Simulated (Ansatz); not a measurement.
# C: the cost of one run

Computed with Ansatz 0.2.0 (DFT PBEsol, scalar-relativistic, plane waves, PAW, unless a step's input says otherwise).

A COD entry behind a cell of this session may itself be a prediction, so a difference from it is no test against experiment.

2 further runs of the same task are left out: 2 set aside as unsound or not needed. Runs told in other sessions of the task aren't counted.

### Step 1. The system as given

The structure is trigonal, space group R-3m (No. 166). The conventional cell has a = 2.507 Å, b = 2.507 Å, c = 30.949 Å, α = 90.00°, β = 90.00°, γ = 120.00°. C (site symmetry 3m) is surrounded by 4 C at 1.54 Å. C (site symmetry 3m) has 4 C at 1.54 to 1.56 Å in its first shell of neighbours.

Coordinates:

```cif
data_structure
_symmetry_space_group_name_H-M 'R-3m:H'
_symmetry_Int_Tables_number 166
_cell_length_a 2.5068
_cell_length_b 2.5068
_cell_length_c 30.9487
_cell_angle_alpha 90.000
_cell_angle_beta 90.000
_cell_angle_gamma 120.000
_cell_volume 168.43
loop_
_atom_site_label
_atom_site_type_symbol
_atom_site_symmetry_multiplicity
_atom_site_Wyckoff_symbol
_atom_site_fract_x
_atom_site_fract_y
_atom_site_fract_z
_atom_site_occupancy
C1 C 6 c 0.33333 0.66667 0.69149 1
C2 C 6 c 0.33333 0.66667 0.77535 1
C3 C 6 c 0.33333 0.66667 0.82503 1
C4 C 6 c 0.66667 0.33333 0.70820 1
C5 C 6 c 0.66667 0.33333 0.75865 1
```

This cell was relaxed beforehand with the same method: volume 5.61 Å³/atom, gap on the mesh 4.39 eV.

### Step 2. Setting up the map

The energy is mapped over two homogeneous strains (x along [1 0 0], y along [1 2 0], z along [0 0 1] of the conventional cell).

The axes are (1) normal strain along x: 5 values from −7.0 %; (2) normal strain along y: 5 values from −7.0 %.

Nothing else is relaxed (fractional coordinates fixed). Energies count from the relaxed crystal. Points are written as (first, second).

### Step 3. The run at (−7.0 %, 0.0 %)

Contents of input.yaml:

```yaml
crystal:
  lattice:
    - [1.1656591638, 0.7236490667, 10.316217786]
    - [-1.1656591638, 0.7236490667, 10.316217786]
    - [0.0, -1.4472981334, 10.316217786]
  atoms:
    - { symbol: C, position: [0.0248220069, 0.0248220069, 0.0248220069] }
    - { symbol: C, position: [0.9751779931, 0.9751779931, 0.9751779931] }
    - { symbol: C, position: [0.1086877374, 0.1086877374, 0.1086877374] }
    - { symbol: C, position: [0.8913122626, 0.8913122626, 0.8913122626] }
    - { symbol: C, position: [0.1583652898, 0.1583652898, 0.1583652898] }
    - { symbol: C, position: [0.8416347102, 0.8416347102, 0.8416347102] }
    - { symbol: C, position: [0.3748635523, 0.3748635523, 0.3748635523] }
    - { symbol: C, position: [0.6251364477, 0.6251364477, 0.6251364477] }
    - { symbol: C, position: [0.4253181912, 0.4253181912, 0.4253181912] }
    - { symbol: C, position: [0.5746818088, 0.5746818088, 0.5746818088] }
basis:
  ecutwfc: 520.0
kpoints:
  mp_grid: { grid: [12, 12, 12] }
hamiltonian:
  xc: pbesol
  pseudopotentials: { kind: paw, azcp: { folder: soft_1 } }
scf:
  occupations: { method: gaussian, width: 0.05 }
output:
  forces: true
  stress: true
  eigenvalues: true
```

On the command line:

```
ansatz run input.yaml --threads 2 --pin off --max-ram 4096MiB --backend cpu --events-out ev --progress --plain --runs-dir out
```

What time and memory should one allow on 2 threads of Arm Neoverse V1, shared host?

About 32 s, with a peak of 0.89 GiB.
